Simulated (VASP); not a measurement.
Crystal: ZrS2.

```
Zr S
1.0
     3.69138    0.00000    0.00000
    -1.84569    3.19683    0.00000
     0.00000    0.00000    6.04108
Zr S
1 2
Direct
  0.00000 0.00000 0.00000
  0.66667 0.33333 0.76209
  0.33333 0.66667 0.23791
```

The cell is a database's computed one.

* Program: VASP 6.6.1
* Task: relaxation of cell and atoms
* Functional: PBEsol
* Potentials or basis: VASP PAW PBE potentials, release 64 (Zr_sv, S)
* Cutoff: 600 eV
* k mesh: 3 × 3 × 2
* Occupations: gaussian, width 0.02 eV
* Spin: no spin polarisation

At the start: pressure -1.8 GPa; volume 23.76 Å³/atom.

**Question.** How do energy, volume and symmetry change on relaxing?

**Answer.** Over 17 steps the energy falls by 3.1 meV/atom and the volume is 23.06 Å³/atom (-2.9 %); space group P-3m1 (No. 164, to 0.05 Å).

The path:
```
step  energy change (eV)  largest force (eV/Å)  pressure (GPa)  volume (Å³)
   1              0.0000                0.2548           -1.83        71.29
   2              0.0057                0.3485            2.53        68.53
   3             -0.0085                0.0003           -0.01        70.07
   4             -0.0085                0.0057            0.03        70.04
   5             -0.0086                0.0149            0.01        70.03
   6             -0.0087                0.0265            0.00        70.01
   7             -0.0087                0.0149           -0.08        70.00
   8             -0.0088                0.0034           -0.19        69.98
   9             -0.0088                0.0036           -0.18        69.96
  10             -0.0088                0.0040           -0.17        69.91
  11             -0.0089                0.0048           -0.15        69.80
  12             -0.0091                0.0063           -0.09        69.58
  13             -0.0092                0.0092            0.02        69.15
  14             -0.0092                0.0088            0.00        69.23
  15             -0.0092                0.0044            0.01        69.21
  16             -0.0092                0.0054            0.04        69.16
  17             -0.0092                0.0003           -0.02        69.19
```

Final structure:
```yaml
crystal:
  lattice:
    - [3.67315, 0.00000, 0.00000]
    - [-1.83657, 3.18104, 0.00000]
    - [0.00000, 0.00000, 5.92142]
  atoms:
    - { symbol: Zr, position: [0.00000, 0.00000, 0.00000] }
    - { symbol: S, position: [0.66667, 0.33333, 0.75993] }
    - { symbol: S, position: [0.33333, 0.66667, 0.24007] }
```

Caveat: the k mesh is coarse (spacing up to 0.66 Å⁻¹), so the values aren't converged; the PAW data sets were made with another functional, which shifts forces and pressure a little; this functional lacks dispersion, which binds the layers, so the pressure and a relaxed spacing across them are unreliable.
